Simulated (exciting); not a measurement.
SiO2 (Stishovite), space group P4_2/mnm, O K edge of atom 3, with nearest neighbours 2 Si at 1.76 Å and 1 Si at 1.81 Å (site symmetry m2m); the tensor is averaged over the atoms equivalent by symmetry. Method: exciting, all-electron LAPW+lo, PBEsol, exchange and screened direct term (singlet BSE), 3×3×5 shifted k points, 18 conduction bands, |G+q| up to 3 bohr⁻¹, full RPA screening with nempty = 40, Lorentzian half width 0.45 eV.

```
Si O
1.0
     4.17730    0.00000    0.00000
     0.00000    4.17730    0.00000
     0.00000    0.00000    2.66520
Si O
2 4
Direct
  0.50000 0.50000 0.50000
  0.00000 0.00000 0.00000
  0.80590 0.19410 0.50000
  0.69410 0.69410 0.00000
  0.19410 0.80590 0.50000
  0.30590 0.30590 0.00000
```

Energy from the Kohn–Sham onset, core level to the lowest empty state found on the meshes used; scaled to the maximum of the polarisation mean:

```
E (eV)  curve 1  curve 2
  -4.0     0.03     0.02
  -3.5     0.04     0.02
  -3.0     0.06     0.03
  -2.5     0.08     0.04
  -2.0     0.13     0.06
  -1.5     0.23     0.09
  -1.0     0.53     0.18
  -0.5     1.42     0.41
   0.0     1.43     0.67
   0.5     0.66     0.43
   1.0     0.45     0.43
   1.5     0.38     0.41
   2.0     0.41     0.43
   2.5     0.53     0.57
   3.0     0.55     0.61
   3.5     0.60     0.69
   4.0     0.63     0.70
   4.5     0.75     0.80
   5.0     0.60     0.78
   5.5     0.43     0.67
   6.0     0.44     0.61
   6.5     0.36     0.56
   7.0     0.29     0.45
   7.5     0.24     0.32
   8.0     0.21     0.24
   8.5     0.16     0.18
   9.0     0.12     0.14
   9.5     0.09     0.10
  10.0     0.07     0.07
  10.5     0.08     0.08
  11.0     0.09     0.08
  11.5     0.10     0.07
  12.0     0.09     0.06
  12.5     0.07     0.06
  13.0     0.06     0.05
  13.5     0.04     0.05
```

Question: The curves are the diagonal elements of Im ε for ε ∥ c and ⊥ c. Which is which?

Curve 1: ε ∥ c, maxima -0.3 eV (1.71) and 4.6 eV (0.75). Curve 2: ε ⊥ c, maxima -0.1 eV (0.69), 1.0 eV (0.43) and 4.7 eV (0.81). A K edge probes the empty p states along ε, which follow the bonds' lengths and directions.

[Banner, clock and machine lines of the logs are left out without a mark of their own.]

[Logs are printed without paths, hosts, clocks, repeated set-up lines and the standing remarks that a program may print on its own settings, such as how far it seeks lower states.]

[Hosts, paths, dates, database ids (printed as entryN), source tags and the programs' standing remarks are cut or masked in the printed files.]
